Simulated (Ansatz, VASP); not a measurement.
## Two plane-wave programs on Au

Contents of INCAR:

```
PREC = Accurate
ENCUT = 520
EDIFF = 1E-6
ISMEAR = -1
SIGMA = 0.05
LREAL = F
LASPH = T
NELM = 80
ALGO = Fast
ISIF = 2
LWAVE = F
LCHARG = T
GGA = B5
ALDAX = 1.0
AGGAX = 1.0
AGGAC = 1.0
ALDAC = 0.0
LELF = T
LVHAR = T
NBANDS = 12
```

The input KPOINTS:

```
regular mesh
0
Gamma
  6 6 6
```

Contents of POSCAR:

```
Au
1.0
    0.0000000000      2.0350000000      2.0350000000
    2.0350000000      0.0000000000      2.0350000000
    2.0350000000      2.0350000000      0.0000000000
Au
1
Direct
    0.0000000000      0.0000000000      0.0000000000
```

File input.yaml:

```yaml
crystal:
  lattice:
    - [0.0, 2.035, 2.035]
    - [2.035, 0.0, 2.035]
    - [2.035, 2.035, 0.0]
  atoms:
    - { symbol: Au, position: [0.0, 0.0, 0.0] }
hamiltonian:
  xc: blyp
  pseudopotentials: { kind: paw }
kpoints:
  mp_grid: { grid: [6, 6, 6] }
  band_path:
    path:
      - [[0.0, 0.0, 0.0], [0.5, 0.0, 0.5], [0.5, 0.25, 0.75], [0.375, 0.375, 0.75], [0.0, 0.0, 0.0], [0.5, 0.5, 0.5], [0.625, 0.25, 0.625], [0.5, 0.25, 0.75], [0.5, 0.5, 0.5], [0.375, 0.375, 0.75]]
      - [[0.625, 0.25, 0.625], [0.5, 0.0, 0.5]]
    npoints: 14
scf:
  occupations: { method: fermi_dirac, width: 0.05 }
  n_extra_bands: 6
output:
  forces: true
  stress: true
  eigenvalues: true
  fatbands: false
```

Alike in both runs: functional BLYP; k mesh 6 × 6 × 6; occupations fermi-dirac, width 0.05 eV; no spin polarisation.

```csv
,VASP,Ansatz
version,VASP 6.6.1,Ansatz 0.2.0
potentials or method,"VASP PAW PBE potentials, release 64 (Au)",Ansatz PAW
plane-wave cutoff (eV),520,420
valence electrons in the cell,11,19
task,single point,band structure
```

|  | VASP | Ansatz | Ansatz less VASP |
| --- | --- | --- | --- |
| gap on the k mesh at the Fermi level (eV) | none | none | - |
| pressure (GPa) | 24.7 | 23.8 | -0.97 |

A gap of «none» marks a metal or a gap that the smearing closes. The two sets of potentials don't hold the same shells in valence.

Caveats: the k mesh is coarse (spacing up to 0.45 Å⁻¹), so the values aren't converged; so large a pressure means that the cell lies far from this level's equilibrium, or that cutoff or potentials fall short (VASP); the potentials were made for another functional, which shifts forces and pressure (VASP); spin-orbit coupling is left out, which moves the levels of the heavy elements (Ansatz); the PAW data sets come from PBE, with cores solved anew for the run's functional, which leaves a small shift of forces and pressure (Ansatz). Spin-orbit coupling is left out, which matters for the levels of Au.
